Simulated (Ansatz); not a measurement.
# Dielectric response of CaO (001) films, part 2 of 6

Wanted: ε of rocksalt CaO (001) by finite fields on slabs, and the band edges against the vacuum where run.

Ansatz 0.2.0; plane-wave DFT, PBEsol, Ansatz PAW.

So far, gap on the k-mesh (eV): step 2 (relaxing the film, 6 atoms, units 3) 3.00.

### Step 3. Single point on the relaxed film, 6 atoms, units 3

The film was relaxed beforehand; a single point on the relaxed positions gives its levels and potential.

The input, input.yaml:

```yaml
crystal:
  lattice:
    - [3.40118362, 0.0, 0.0]
    - [0.0, 3.40118362, 0.0]
    - [0.0, 0.0, 22.81]
  atoms:
    - { symbol: Ca, position: [0.5, 0.5, 0.3975870918] }
    - { symbol: O, position: [0.0, 0.0, 0.3981614984] }
    - { symbol: Ca, position: [0.0, 0.0, 0.4999999999] }
    - { symbol: O, position: [0.5, 0.5, 0.4999999973] }
    - { symbol: Ca, position: [0.5, 0.5, 0.6024129102] }
    - { symbol: O, position: [0.0, 0.0, 0.6018385024] }
kpoints:
  mp_grid: { grid: [8, 8, 1] }
hamiltonian:
  xc: pbesol
scf:
  occupations: { method: fixed }
  convergence: { dr2_threshold: 1.0e-09 }
efield:
  axis: 3
  dipole_correction: true
  ramp_position: 0.97
  ramp_width: 0.06
output:
  eigenvalues: true
  write_potential: true
  write_density: true
  volumetric_format: npy
```

Run with:

```sh
ansatz run input.yaml --threads 4 --pin off --max-ram 16384MiB --backend cpu --events-out ev --progress --plain --runs-dir out
```

Numbers of over 12 decimals in the logs are rounded to 6 here.

The program printed:

```text
[...]
Crystal: 6 atoms, lattice volume = 263.867 Å³
Basis set: ecut = 420 eV, 5185 PW (Γ)
Bands: 30, of which v1, the nominal top of the filled ones, is band 24 counted from 1 (23 counted from 0)
Symmetry: 8 space group operations
k-points: 15 of 64
[...]
SCF iter   1: F=—  HF=-7073.245555 eV  |F-HF|=—  |Δ(HF+E_count)|=         —  Δρ=7.82e-3  dr2=1.44e-1  ethr=1.77e-3  p=0.000 e·Å  D=2.17e-8 V/Å  ΔV_dip=-0.00 eV  dr2_dipole=2.10e-9  V_vac-E_F(+/−)=3.97/3.97 eV  ⟨swp⟩=6.9  Hψ=2070  notcnv=0  defer=51
[...]
SCF iter   9: F=-7073.215010 eV  HF=-7073.215010 eV  |F-HF|=4.39e-10  |Δ(HF+E_count)|=   5.94e-9  Δρ=6.11e-7  dr2=8.15e-10  ethr=2.08e-12  p=0.000 e·Å  D=1.58e-7 V/Å  ΔV_dip=-0.00 eV  dr2_dipole=2.10e-14  V_vac-E_F(+/−)=4.14/4.14 eV  ⟨swp⟩=16.1  Hψ=2448  notcnv=0
SCF 1 converged in 9 iterations: F = -7073.215010 eV  dr2 = 8.15e-10
[...]
SCF converged after 9 iterations
Free energy (F): -7073.215010 eV
[...]
Internal energy: -7073.215010 eV  (E = F + TS)
E sigma→0 (E₀):  -7073.215010 eV
Fermi energy:    -0.408127 eV
Dipole field:    D = 0.000000 V/Å  (p = 0.000000 e·Å, saw-weighted, corrected)
Work function:   Φ+ = 4.1395 eV   Φ− = 4.1395 eV
[...]
--- Band table (eV; the first three rows and the last of 15) ---
  k-point 0: bands = [... 20 lower, -0.5429, -0.5429, -0.4081, -0.4081, 2.5890, 2.8896, 3.2605, 3.8276, ... 2 higher]
  k-point 1: bands = [... 20 lower, -0.8031, -0.7777, -0.6981, -0.5780, 2.8138, 3.0679, 3.6863, 4.0419, ... 2 higher]
  k-point 2: bands = [... 20 lower, -1.3519, -1.0424, -0.9486, -0.9373, 3.3950, 3.5843, 4.6524, 4.7227, ... 2 higher]
  k-point 14: bands = [... 20 lower, -1.1274, -0.9416, -0.9416, -0.5348, 3.7004, 3.7004, 5.2294, 5.2294, ... 2 higher]
```

Wall time 3.7 s (4 threads of Arm Neoverse V1, shared host); peak memory 0.52 GiB.

This step gave:

| Item | Value |
| --- | --- |
| gap on the k-mesh | 2.997 eV |
| dipole along the normal | 4.78e-7 e·Å |
| electron affinity, upper face | 1.142 eV |

Running mean over 2.405 Å of the planar mean; the ramp of the sawtooth is left out. The electron's electrostatic potential energy less the highest filled level by z:

| z (Å) | electron's electrostatic potential energy less the highest filled level (eV) |
| --- | --- |
| 3.0 | 4.14 |
| 3.5 | 4.14 |
| 4.0 | 4.14 |
| 4.5 | 4.14 |
| 5.0 | 4.14 |
| 5.5 | 4.13 |
| 6.0 | 4.11 |
| 6.5 | 4.03 |
| 7.0 | 3.73 |
| 7.5 | 2.34 |
| 8.0 | -0.793 |
| 8.5 | -3.14 |
| 9.0 | -3.74 |
| 9.5 | -3.93 |
| 10.0 | -4.25 |
| 10.5 | -4.23 |
| 11.0 | -3.92 |
| 11.5 | -3.86 |
| 12.0 | -4.02 |
| 12.5 | -4.30 |
| 13.0 | -4.13 |
| 13.5 | -3.86 |
| 14.0 | -3.62 |
| 14.5 | -2.50 |
| 15.0 | 0.482 |
| 15.5 | 3.11 |
| 16.0 | 3.89 |
| 16.5 | 4.07 |
| 17.0 | 4.12 |
| 17.5 | 4.13 |
| 18.0 | 4.14 |
| 18.5 | 4.14 |
| 19.0 | 4.14 |
| 19.5 | 4.14 |

The gap is 3.00 eV, with the valence edge 4.14 eV and the conduction edge 1.14 eV under the upper vacuum level.

### Step 4. Single point, 6 atoms, units 3, field 0.05 V/Å

A sawtooth potential applies the field, turning back in the middle of the vacuum. With the dipole correction the typed value is the field outside the slab. The induced dipole is small, so the SCF threshold is tight.

Changes to input.yaml since step 3:

```diff
@@ -18,3 +18,3 @@
   occupations: { method: fixed }
-  convergence: { dr2_threshold: 1.0e-09 }
+  convergence: { dr2_threshold: 1.0e-10 }
 efield:
@@ -24,4 +24,4 @@
   ramp_width: 0.06
+  amplitude: 0.05
 output:
-  eigenvalues: true
   write_potential: true
```

The program printed:

```text
[...]
Crystal: 6 atoms, lattice volume = 263.867 Å³
Basis set: ecut = 420 eV, 5185 PW (Γ)
Bands: 30, of which v1, the nominal top of the filled ones, is band 24 counted from 1 (23 counted from 0)
Symmetry: 8 space group operations
k-points: 15 of 64
[...]
SCF iter   1: F=—  HF=-7079.943107 eV  |F-HF|=—  |Δ(HF+E_count)|=         —  Δρ=7.77e-2  dr2=2.30e1  ethr=3.10e-3  p=0.026 e·Å  D=1.82e-2 V/Å  ΔV_dip=-0.41 eV  dr2_dipole=2.13e-4  V_vac-E_F(+/−)=13.60/12.97 eV  ⟨swp⟩=7.6  Hψ=2121  notcnv=0  defer=60
[...]
SCF iter  13: F=-7073.215505 eV  HF=-7073.215505 eV  |F-HF|=1.33e-10  |Δ(HF+E_count)|=   2.08e-9  Δρ=2.60e-7  dr2=7.48e-11  ethr=1.00e-12  p=0.020 e·Å  D=1.36e-2 V/Å  ΔV_dip=-0.31 eV  dr2_dipole=1.58e-13  V_vac-E_F(+/−)=4.48/3.75 eV  ⟨swp⟩=13.9  Hψ=2505  notcnv=0
SCF 1 converged in 13 iterations: F = -7073.215505 eV  dr2 = 7.48e-11
[...]
SCF converged after 13 iterations
[...]
Free energy (F): -7073.215505 eV
[...]
Internal energy: -7073.215505 eV  (E = F + TS)
E sigma→0 (E₀):  -7073.215505 eV
Fermi energy:    -0.403738 eV
Dipole field:    D = 0.013581 V/Å  (p = 0.019805 e·Å, saw-weighted, corrected)
Work function:   not extracted (applied field tilts the vacuum); planar V_es + V_field profile in the machine report
[...]
--- Band table (eV; the first three rows and the last of 15) ---
  k-point 0: bands = [... 20 lower, -0.5477, -0.5477, -0.4037, -0.4037, 2.5577, 2.9150, 3.2598, 3.7651, ... 2 higher]
  k-point 1: bands = [... 20 lower, -0.8122, -0.7674, -0.7035, -0.5730, 2.7771, 3.0992, 3.6856, 3.9774, ... 2 higher]
  k-point 2: bands = [... 20 lower, -1.3519, -1.0494, -0.9421, -0.9361, 3.3504, 3.6242, 4.5842, 4.7215, ... 2 higher]
  k-point 14: bands = [... 20 lower, -1.1290, -0.9405, -0.9405, -0.5337, 3.6998, 3.6998, 5.2293, 5.2293, ... 2 higher]
```

The job ended after 4.8 s (4 threads; peak memory 0.51 GiB).

This step gave:

```
gap on the k-mesh       : 2.961 eV
dipole along the normal : 0.01980 e·Å
```

The dipole is 0.0198 e·Å, and the gap on the mesh 2.961 eV.

### Step 5. Single point, 6 atoms, units 3, field -0.05 V/Å

Changes to input.yaml since step 4:

```diff
@@ -24,3 +24,3 @@
   ramp_width: 0.06
-  amplitude: 0.05
+  amplitude: -0.05
 output:
```

The program printed:

```text
[...]
Crystal: 6 atoms, lattice volume = 263.867 Å³
Basis set: ecut = 420 eV, 5185 PW (Γ)
Bands: 30, of which v1, the nominal top of the filled ones, is band 24 counted from 1 (23 counted from 0)
Symmetry: 8 space group operations
k-points: 15 of 64
[...]
k-point 0: bands = [... 20 lower, -0.5477, -0.5477, -0.4037, -0.4037, 2.5577, 2.9150, 3.2598, 3.7651, ... 2 higher]
  k-point 1: bands = [... 20 lower, -0.8122, -0.7674, -0.7035, -0.5730, 2.7771, 3.0992, 3.6856, 3.9774, ... 2 higher]
  k-point 2: bands = [... 20 lower, -1.3519, -1.0494, -0.9421, -0.9361, 3.3504, 3.6242, 4.5842, 4.7215, ... 2 higher]
  k-point 14: bands = [... 20 lower, -1.1290, -0.9405, -0.9405, -0.5337, 3.6998, 3.6998, 5.2293, 5.2293, ... 2 higher]
[key lines of the parts left out:]
SCF converged after 13 iterations
Free energy (F): -7073.215505 eV
Fermi energy:    -0.403739 eV
Dipole field:    D = -0.013581 V/Å  (p = -0.019804 e·Å, saw-weighted, corrected)
```

It took 4.7 s on 4 threads; peak memory 0.51 GiB; 18 s of CPU time.

The dipole is -0.0198 e·Å, and the gap on the mesh 2.961 eV.

### Step 6. Response with the atoms held, 6 atoms, units 3

This step: plane-wave DFT, PBEsol, Ansatz PAW; response to a field along the normal, atoms held (Ansatz 0.2.0).

The two fields give this film's response with the atoms held: the electronic part.

This step gave:

* equivalent conductor thickness p/(ε₀AE): 6.196 Å
* distance between the outer atoms: 4.672 Å
* thickness: 7.215 Å

Local field over the applied field, running mean. From the potentials at -0.05 and 0.05 V/Å; running mean over 2.405 Å, taken twice. Local field over applied field against z:

z (Å), local field over applied field and a bar from the least value:
```
     4.13      0.996 ##############################
     4.56      0.992 ##############################
     4.99      0.983 #############################
     5.27      0.973 #############################
     5.70      0.947 ############################
     6.13      0.902 ##########################
     6.56      0.833 ########################
     6.84      0.774 #####################
     7.27      0.668 #################
     7.70      0.552 #############
     8.13      0.440 #########
     8.41      0.375 ######
     8.84      0.299 ###
     9.27      0.248 #
     9.69      0.224 
     9.98      0.220 
    10.41      0.222 
    10.83      0.226 
    11.26      0.227 
    11.55      0.227 
    11.98      0.226 
    12.40      0.222 
    12.83      0.220 
    13.12      0.224 
    13.54      0.248 #
    13.97      0.299 ###
    14.40      0.375 ######
    14.68      0.440 #########
    15.11      0.552 #############
    15.54      0.668 #################
    15.97      0.774 #####################
    16.25      0.833 ########################
    16.68      0.902 ##########################
    17.11      0.947 ############################
    17.54      0.973 #############################
    17.82      0.983 #############################
    18.25      0.992 ##############################
    18.68      0.996 ##############################
```

Electrons, planar mean, per unit field. Induced electron density against z:

z (Å), induced electron density (e/Å³ per V/Å) and a bar from the least value:
```
     4.13    0.00001 ###############
     4.56    0.00002 ###############
     4.99    0.00005 ###############
     5.27    0.00008 ###############
     5.70    0.00016 ################
     6.13    0.00034 #################
     6.56    0.00067 ##################
     6.84    0.00103 ####################
     7.27    0.00182 #######################
     7.70    0.00278 ############################
     8.13    0.00331 ##############################
     8.41    0.00261 ###########################
     8.84   -0.00040 #############
     9.27    0.00053 #################
     9.69   -0.00278 ##
     9.98   -0.00182 #######
    10.41    0.00079 ###################
    10.83    0.00248 ##########################
    11.26   -0.00016 ##############
    11.55    0.00015 ################
    11.98   -0.00248 ####
    12.40   -0.00079 ###########
    12.83    0.00182 #######################
    13.12    0.00278 ############################
    13.54   -0.00053 #############
    13.97    0.00040 #################
    14.40   -0.00260 ###
    14.68   -0.00331 
    15.11   -0.00278 ##
    15.54   -0.00182 #######
    15.97   -0.00103 ##########
    16.25   -0.00067 ############
    16.68   -0.00034 #############
    17.11   -0.00016 ##############
    17.54   -0.00008 ###############
    17.82   -0.00005 ###############
    18.25   -0.00002 ###############
    18.68   -0.00001 ###############
```

By hand: between -0.05 and 0.05 V/Å the dipole changes by 0.03961 e·Å, a slope of 0.3961 e·Å²/V. A perfect conductor of thickness t has p = ε₀AEt, so t = 180.95 × 0.3961 / 11.568 = 6.20 Å (e/ε₀ = 180.95 V·Å, A in Å²).

The induced dipole is that of a conductor 6.20 Å thick.

### Step 7. Field on, atoms free, 6 atoms, field 0.05 V/Å

This step: plane-wave DFT, PBEsol, Ansatz PAW (Ansatz 0.2.0).

Now the atoms may follow the field. A weak field makes forces of meV/Å to tens of meV/Å, so the force tolerance is set well below the usual one.

Changes to input.yaml since step 5:

```diff
@@ -24,3 +24,6 @@
   ramp_width: 0.06
-  amplitude: -0.05
+  amplitude: 0.05
+relax:
+  f_tol: 0.0006
+  max_steps: 70
 output:
```

The program printed:

```text
[...]
Crystal: 6 atoms, lattice volume = 263.867 Å³
Basis set: ecut = 420 eV, 5185 PW (Γ), exchange–correlation on 48×48×320 points (8 copies of the dense FFT grid, shifted against one another)
Bands: 30, of which v1, the nominal top of the filled ones, is band 24 counted from 1 (23 counted from 0)
Symmetry: 8 space group operations
k-points: 15 of 64
[...]
SCF iter   1: F=—  HF=-7079.942706 eV  |F-HF|=—  |Δ(HF+E_count)|=         —  Δρ=7.77e-2  dr2=2.30e1  ethr=3.10e-3  p=0.026 e·Å  D=1.82e-2 V/Å  ΔV_dip=-0.41 eV  dr2_dipole=2.14e-4  V_vac-E_F(+/−)=13.60/12.97 eV  ⟨swp⟩=7.6  Hψ=2121  notcnv=0  defer=60
[...]
SCF iter  13: F=-7073.215464 eV  HF=-7073.215464 eV  |F-HF|=2.93e-10  |Δ(HF+E_count)|=   2.05e-9  Δρ=2.56e-7  dr2=7.18e-11  ethr=1.00e-12  p=0.020 e·Å  D=1.36e-2 V/Å  ΔV_dip=-0.31 eV  dr2_dipole=8.63e-14  V_vac-E_F(+/−)=4.48/3.75 eV  ⟨swp⟩=5.6  Hψ=2587  notcnv=0
SCF 1 converged in 13 iterations: F = -7073.215464 eV  dr2 = 7.18e-11
[...]
relax step   1: F+E_penalty+E_count = -7073.21546429 eV  Δ(F+E_penalty+E_count) = +0.000e0 eV  max|allowed force component| = 2.855e-2 eV/Å  Δτ_max = 0.0000 Å  (13 SCF iters, accepted)
[...]
SCF iter   8: F=-7073.215386 eV  HF=-7073.215386 eV  |F-HF|=1.64e-11  |Δ(HF+E_count)|=  6.41e-10  Δρ=2.09e-7  dr2=9.10e-11  ethr=1.00e-12  p=0.028 e·Å  D=1.91e-2 V/Å  ΔV_dip=-0.44 eV  dr2_dipole=7.14e-13  V_vac-E_F(+/−)=4.42/3.82 eV  ⟨swp⟩=7.1  Hψ=2389  notcnv=0
SCF 2 converged in 8 iterations: F = -7073.215386 eV  dr2 = 9.10e-11
relax step   2: F+E_penalty+E_count = -7073.21538552 eV  Δ(F+E_penalty+E_count) = +7.877e-5 eV  max|allowed force component| = 3.563e-2 eV/Å  Δτ_max = 0.0042 Å  (8 SCF iters, rejected (line search))
SCF iter   1: F=—  HF=-7073.215545 eV  |F-HF|=—  |Δ(HF+E_count)|=         —  Δρ=1.04e-4  dr2=7.65e-5  ethr=4.41e-6  p=0.028 e·Å  D=1.91e-2 V/Å  ΔV_dip=-0.44 eV  dr2_dipole=3.18e-5  V_vac-E_F(+/−)=4.42/3.82 eV  ⟨swp⟩=3.5  Hψ=925  notcnv=0  defer=60
[...]
SCF iter   8: F=-7073.215576 eV  HF=-7073.215576 eV  |F-HF|=3.18e-11  |Δ(HF+E_count)|=  3.46e-10  Δρ=1.20e-7  dr2=2.96e-11  ethr=1.00e-12  p=0.024 e·Å  D=1.67e-2 V/Å  ΔV_dip=-0.38 eV  dr2_dipole=1.54e-13  V_vac-E_F(+/−)=4.45/3.79 eV  ⟨swp⟩=6.7  Hψ=2287  notcnv=0
SCF 3 converged in 8 iterations: F = -7073.215576 eV  dr2 = 2.96e-11
relax step   3: F+E_penalty+E_count = -7073.21557588 eV  Δ(F+E_penalty+E_count) = -1.116e-4 eV  max|allowed force component| = 2.594e-3 eV/Å  Δτ_max = 0.0017 Å  (8 SCF iters, accepted)
SCF iter   1: F=—  HF=-7073.215576 eV  |F-HF|=—  |Δ(HF+E_count)|=         —  Δρ=5.27e-6  dr2=1.92e-7  ethr=1.46e-9  p=0.024 e·Å  D=1.67e-2 V/Å  ΔV_dip=-0.38 eV  dr2_dipole=4.45e-8  V_vac-E_F(+/−)=4.45/3.79 eV  ⟨swp⟩=3.3  Hψ=1083  notcnv=0  defer=34
[...]
SCF iter   5: F=-7073.215576 eV  HF=-7073.215576 eV  |F-HF|=4.18e-11  |Δ(HF+E_count)|=  2.91e-11  Δρ=1.80e-7  dr2=8.19e-11  ethr=1.00e-12  p=0.024 e·Å  D=1.66e-2 V/Å  ΔV_dip=-0.38 eV  dr2_dipole=6.62e-12  V_vac-E_F(+/−)=4.45/3.79 eV  ⟨swp⟩=7.0  Hψ=2377  notcnv=0
SCF 4 converged in 5 iterations: F = -7073.215576 eV  dr2 = 8.19e-11
relax step   4: F+E_penalty+E_count = -7073.21557613 eV  Δ(F+E_penalty+E_count) = -2.500e-7 eV  max|allowed force component| = 4.503e-4 eV/Å  Δτ_max = 0.0001 Å  (5 SCF iters, accepted)
NSCF: frozen V_eff on 15 k-points
[...]
SCF converged after 5 iterations
[...]
Free energy (F): -7073.215576 eV
[...]
Internal energy: -7073.215576 eV  (E = F + TS)
E sigma→0 (E₀):  -7073.215576 eV
Fermi energy:    -0.407914 eV
Dipole field:    D = 0.016646 V/Å  (p = 0.024274 e·Å, saw-weighted, corrected)
Work function:   not extracted (applied field tilts the vacuum); planar V_es + V_field profile in the machine report
[...]
--- Forces (eV/Å), atoms counted from 1 ---
  atom   1  Ca    -0.00000000     0.00000000     0.00009104
  atom   2  O      0.00000000     0.00000000     0.00012723
  atom   3  Ca     0.00000000     0.00000000    -0.00004585
  atom   4  O     -0.00000000     0.00000000    -0.00045215
  atom   5  Ca    -0.00000000     0.00000000     0.00009905
  atom   6  O      0.00000000     0.00000000     0.00016954
  max |Σ_I F_I| component: 1.11e-5 eV/Å
--- Band table (eV; the first three rows and the last of 15) ---
  k-point 0: bands = [... 20 lower, -0.5430, -0.5430, -0.4079, -0.4079, 2.5773, 2.9028, 3.2607, 3.7936, ... 2 higher]
  k-point 1: bands = [... 20 lower, -0.8036, -0.7770, -0.6982, -0.5778, 2.7995, 3.0840, 3.6865, 4.0066, ... 2 higher]
  k-point 2: bands = [... 20 lower, -1.3518, -1.0425, -0.9483, -0.9371, 3.3769, 3.6046, 4.6142, 4.7226, ... 2 higher]
  k-point 14: bands = [... 20 lower, -1.1274, -0.9414, -0.9414, -0.5347, 3.7006, 3.7006, 5.2295, 5.2295, ... 2 higher]
--- Relaxed structure (4 steps of the walk, 3 accepted, 0 SCFs on fresh bases) ---
  F+E_penalty+E_count = -7073.21557613 eV   max|allowed force component| = 4.503e-4 eV/Å
  atoms:
    - { symbol: Ca, position: [0.5, 0.5, 0.397655] }
    - { symbol: O, position: [0, 0.0, 0.398086] }
    - { symbol: Ca, position: [0, 0.0, 0.500037] }
    - { symbol: O, position: [0.5, 0.5, 0.499972] }
    - { symbol: Ca, position: [0.5, 0.5, 0.602484] }
    - { symbol: O, position: [0, 0.0, 0.601765] }
```

It took 10 s on 4 threads; peak memory 0.5 GiB; 39 s of CPU time.

No atom moved by 0.005 Å in the relaxation.

Numbers from this step:

```yaml
gap_on_the_k_mesh: 2.985 eV
dipole_along_the_normal: 0.02427 e·Å
```

The relaxation took 4 steps and lowered the energy by 1.1e-4 eV; the largest force on the free atoms ends at 4.5e-4 eV/Å.

The dipole is 0.0243 e·Å, and the gap on the mesh 2.985 eV.

### Step 8. Field on, atoms free, 6 atoms, field -0.05 V/Å

The opposite sign, again from the field-free geometry; the difference of the two cancels what relaxes without a field.

Changes to input.yaml since step 7:

```diff
@@ -24,3 +24,3 @@
   ramp_width: 0.06
-  amplitude: 0.05
+  amplitude: -0.05
 relax:
```

The program printed:

```text
[...]
Crystal: 6 atoms, lattice volume = 263.867 Å³
Basis set: ecut = 420 eV, 5185 PW (Γ), exchange–correlation on 48×48×320 points (8 copies of the dense FFT grid, shifted against one another)
Bands: 30, of which v1, the nominal top of the filled ones, is band 24 counted from 1 (23 counted from 0)
Symmetry: 8 space group operations
k-points: 15 of 64
[...]
--- Relaxed structure (4 steps of the walk, 3 accepted, 0 SCFs on fresh bases) ---
  F+E_penalty+E_count = -7073.21557613 eV   max|allowed force component| = 4.504e-4 eV/Å
  atoms:
    - { symbol: Ca, position: [0.5, 0.5, 0.397516] }
    - { symbol: O, position: [0, 0.0, 0.398235] }
    - { symbol: Ca, position: [0, 0.0, 0.499963] }
    - { symbol: O, position: [0.5, 0.5, 0.500028] }
    - { symbol: Ca, position: [0.5, 0.5, 0.602345] }
    - { symbol: O, position: [0, 0.0, 0.601914] }
[key lines of the parts left out:]
SCF converged after 5 iterations
Free energy (F): -7073.215576 eV
Fermi energy:    -0.407914 eV
Dipole field:    D = -0.016646 V/Å  (p = -0.024274 e·Å, saw-weighted, corrected)
```

The job ended after 10 s (4 threads; peak memory 0.5 GiB; 40 s of CPU time).

No atom moved by 0.005 Å in the relaxation.

The relaxation took 4 steps and lowered the energy by 1.1e-4 eV; the largest force on the free atoms ends at 4.5e-4 eV/Å.

The dipole is -0.0243 e·Å, and the gap on the mesh 2.985 eV.

### Step 9. Response with the atoms relaxed, 6 atoms, units 3

This step: plane-wave DFT, PBEsol, Ansatz PAW; response to a field along the normal, atoms relaxed (Ansatz 0.2.0).

The two relaxed runs give the static response.

This step gave:

```
equivalent conductor thickness p/(ε₀AE) : 7.594 Å
```

Local field over the applied field, running mean. From the potentials at -0.05 and 0.05 V/Å; running mean over 2.405 Å, taken twice. Table of local field over applied field by z:

| z (Å) | local field over applied field |
| --- | --- |
| 4.5 | 0.994 |
| 5.0 | 0.986 |
| 5.5 | 0.968 |
| 6.0 | 0.933 |
| 6.5 | 0.850 |
| 7.0 | 0.716 |
| 7.5 | 0.535 |
| 8.0 | 0.339 |
| 8.5 | 0.164 |
| 9.0 | 0.0541 |
| 9.5 | 0.00230 |
| 10.0 | 0.0148 |
| 10.5 | 0.0575 |
| 11.0 | 0.0831 |
| 11.5 | 0.0855 |
| 12.0 | 0.0777 |
| 12.5 | 0.0412 |
| 13.0 | 0.00160 |
| 13.5 | 0.0151 |
| 14.0 | 0.0888 |
| 14.5 | 0.225 |
| 15.0 | 0.412 |
| 15.5 | 0.609 |
| 16.0 | 0.772 |
| 16.5 | 0.887 |
| 17.0 | 0.949 |
| 17.5 | 0.976 |
| 18.0 | 0.990 |
| 18.5 | 0.996 |

The induced dipole is that of a conductor 7.59 Å thick.

(Part 2 of 6 ends here.)

[Logs are printed without paths, hosts, clocks, repeated set-up lines and the standing remarks that a program may print on its own settings, such as how far it seeks lower states.]

[Hosts, paths, dates, database ids (printed as entryN), source tags and the programs' standing remarks are cut or masked in the printed files.]

[Maps of the electrostatic potential energy from Ansatz leave out the sawtooth potential of an applied field or a dipole correction, so their vacuum need not be flat; planar profiles and work functions include it.]
